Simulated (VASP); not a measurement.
Here is a VASP 6.6.1 calculation.

Contents of INCAR:

```
  PREC = Accurate
  ENCUT = 520
  EDIFF = 1E-7
  ISMEAR = 0
  SIGMA = 0.1
  LREAL = F
  LASPH = T
  NELM = 100
  ALGO = Fast
  ISIF = 2
  LWAVE = F
  LCHARG = T
  GGA = PS
  LELF = T
  LVHAR = T
  NBANDS = 15
```

File KPOINTS:

```
Automatic mesh
0
Gamma
  16 16 8
```

The input POSCAR:

```
FeSi2
1.0
    2.6495187603      0.0000000000      0.0000000000
    0.0000000000      2.6829722800      0.0000000000
    0.0000000000      0.0000000000      5.1191282166
Fe Si
1 2
Direct
    0.0000000000      0.0000000000      0.0000000000
    0.5000000000      0.5000000000      0.2719321960
    0.5000000000      0.5000000000      0.7280678040
```

Potentials or basis: VASP PAW PBE potentials, release 64 (Fe, Si).

Launch:

```console
$ cat potpaw_PBE.64/Fe/POTCAR potpaw_PBE.64/Si/POTCAR > POTCAR
$ mpirun -np 1 vasp_std > vasp.out
```

Estimate the pressure.

1.5 GPa.

Estimate the band gap on the k mesh.

none (metal or under the smearing width).

Estimate the largest force.

0.078 eV/Å.

Forces in eV/Å, atoms in the order of the input:
```
Fe   0.000  0.000  0.000
Si   0.000  0.000  0.078
Si   0.000  0.000 -0.078
```

Caveat: the PAW data sets were made with another functional, which shifts forces and pressure a little. Spin polarisation is off, so any magnetic state and its effect on volume and gap are missing.
